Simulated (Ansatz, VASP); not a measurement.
## Two plane-wave programs on ZnCu

```
Zn Cu
1.0
     2.74298    0.00000    0.00000
     0.00000    2.74298    0.00000
     0.00000    0.00000    3.46842
Zn Cu
1 1
Cartesian
  1.3715 1.3715 1.7342
  0.0000 0.0000 0.0000
```

Change from the starting cell: uniaxial strain along c, a, b and atoms relaxed: +1.0 %.

Alike in both runs: functional PBE; k mesh 16 × 16 × 12; occupations gaussian, width 0.1 eV; no spin polarisation.

Ansatz relaxed the structure, and its values are those at the end. VASP's run is a single point on that final structure, the one shown.

|  | VASP | Ansatz |
| --- | --- | --- |
| version | VASP 6.6.1 | Ansatz 0.2.0 |
| potentials or method | VASP PAW PBE potentials, release 64 (Zn, Cu) | scalar-relativistic, plane waves, PAW |
| plane-wave cutoff (eV) | 520 | 420 |
| valence electrons in the cell | 23 | 31 |

Ansatz gave:

- gap on the k mesh at the Fermi level (eV): none
- pressure (GPa): -0.2

**Question.** Estimate VASP's values.

**Answer.** gap on the k mesh at the Fermi level (eV): none; pressure (GPa): 0.5.

A gap of «none» marks a metal or a gap that the smearing closes. With one functional, cell and mesh, what is left measures potentials, basis and numerics. The two sets of potentials don't hold the same shells in valence.
